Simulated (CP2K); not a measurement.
Crystal: Se.

```xyz
3
Lattice="4.3662 0.0000 0.0000 -2.1831 3.7812 0.0000 0.0000 0.0000 4.9536" Properties=species:S:1:pos:R:3 pbc="T T T"
Se    1.6910    2.9289    0.0000
Se   -0.4921    0.8523    3.3024
Se    0.9841    0.0000    1.6512
```

Base run:

| Item | Value |
| --- | --- |
| Program | CP2K 2026.2 |
| Functional | PBEsol |
| Potentials or basis | POTENTIAL_UZH Se GTH-PBE-q6; TZVP-MOLOPT-PBE-GTH basis |
| Density cutoff | 9184 eV |
| k mesh | 7 × 7 × 6 |
| Occupations | fermi-dirac, width 0.05 eV |
| Spin | no spin polarisation |

Its results: band gap on the k mesh 1.10 eV, indirect (least direct gap 1.41 eV); pressure 1.9 GPa; largest force 0.738 eV/Å.

After a change of settings the same cell gave: band gap on the k mesh 1.04 eV, indirect (least direct gap 1.39 eV); pressure 1.4 GPa; largest force 0.854 eV/Å. Which change was it?
A. functional from PBEsol to LDA
B. functional from PBEsol to revPBE
C. functional from PBEsol to MS2
D. functional from PBEsol to vdW-DF2

A.

LDA binds more tightly than PBEsol, so the same cell stands under less pressure.

Caveats: the potentials were made for another functional, which shifts forces and pressure; an odd mesh through Γ misses points on the zone boundary, where band edges often lie; the basis of atomic orbitals isn't converged, which shifts pressures, moduli and gaps.

Runs at the PBE level aren't shown here.
